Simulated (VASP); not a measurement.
# Ir: band structure with rev-vdW-DF2

The system is Ir.

```
CELL_PARAMETERS angstrom
0.00000 1.93104 1.93104
1.93104 0.00000 1.93104
1.93104 1.93104 0.00000
ATOMIC_POSITIONS crystal
Ir 0.00000 0.00000 0.00000
```

```
Program                : VASP 6.6.1
Task                   : band structure
Functional             : rev-vdW-DF2
Potentials or basis    : VASP PAW PBE potentials, release 64 (Ir)
Cutoff                 : 520 eV
k mesh                 : 16 × 16 × 16
Occupations            : methfessel-paxton, width 0.1 eV
Spin                   : no spin polarisation
Further INCAR settings : ALGO = Fast; EDIFF = 1e-06; NBANDS = 10
```

| Quantity | Value |
| --- | --- |
| Pressure | 0.1 GPa |
| Band gap along the path | none (metal or under the smearing width) |

Levels at the corners of the path, in eV from the Fermi level:
| point | band 1 | band 2 | band 3 | band 4 | band 5 | band 6 | band 7 | band 8 |
| --- | --- | --- | --- | --- | --- | --- | --- | --- |
| Γ | -10.90 | -3.77 | -3.77 | -3.77 | -1.16 | -1.16 | 14.51 | 19.91 |
| X | -7.68 | -7.12 | 0.85 | 1.44 | 1.44 | 1.77 | 10.23 | 11.66 |
| X | -7.68 | -7.12 | 0.85 | 1.44 | 1.44 | 1.77 | 10.23 | 11.66 |
| W | -6.06 | -4.72 | -4.72 | -1.73 | 1.44 | 8.02 | 8.98 | 8.98 |
| W | -6.06 | -4.72 | -4.72 | -1.73 | 1.44 | 8.02 | 8.98 | 8.98 |
| K | -6.74 | -5.80 | -2.78 | -0.84 | 0.60 | 6.26 | 7.60 | 11.29 |
| K | -6.74 | -5.80 | -2.78 | -0.84 | 0.60 | 6.26 | 7.60 | 11.29 |
| Γ | -10.90 | -3.77 | -3.77 | -3.77 | -1.16 | -1.16 | 14.51 | 19.91 |
| Γ | -10.90 | -3.77 | -3.77 | -3.77 | -1.16 | -1.16 | 14.51 | 19.91 |
| L | -7.89 | -3.87 | -3.87 | -0.65 | 0.88 | 0.88 | 7.06 | 14.03 |
| L | -7.89 | -3.87 | -3.87 | -0.65 | 0.88 | 0.88 | 7.06 | 14.03 |
| U | -6.74 | -5.80 | -2.78 | -0.84 | 0.60 | 6.26 | 7.60 | 11.29 |
| U | -6.74 | -5.80 | -2.78 | -0.84 | 0.60 | 6.26 | 7.60 | 11.29 |
| W | -6.06 | -4.72 | -4.72 | -1.73 | 1.44 | 8.02 | 8.98 | 8.98 |
| W | -6.06 | -4.72 | -4.72 | -1.73 | 1.44 | 8.02 | 8.98 | 8.98 |
| L | -7.89 | -3.87 | -3.87 | -0.65 | 0.88 | 0.88 | 7.06 | 14.03 |
| L | -7.89 | -3.87 | -3.87 | -0.65 | 0.88 | 0.88 | 7.06 | 14.03 |
| K | -6.74 | -5.80 | -2.78 | -0.84 | 0.60 | 6.26 | 7.60 | 11.29 |
| U | -6.74 | -5.80 | -2.78 | -0.84 | 0.60 | 6.26 | 7.60 | 11.29 |
| X | -7.68 | -7.12 | 0.85 | 1.44 | 1.44 | 1.77 | 10.23 | 11.66 |

Core levels (eV, on the scale of the bands):
```tsv
atom	levels
1 Ir	1s -76087.5, 2s -13295.8, 2p -11545.6, 3s -3098.2, 3p -2586.7, 3d -2024.7, 4s -649.0, 4p -481.3, 4d -275.6, 4f -47.0, 5s -82.6, 5p -39.4
```

Wall time 24 s on 1 thread of Intel(R) Xeon(R) Platinum 8488C (Sapphire Rapids), on a shared host, peak memory 0.24 GiB.

Caveat: the PAW data sets were made with another functional, which shifts forces and pressure a little; spin-orbit coupling is left out, which moves the levels of the heavy elements.
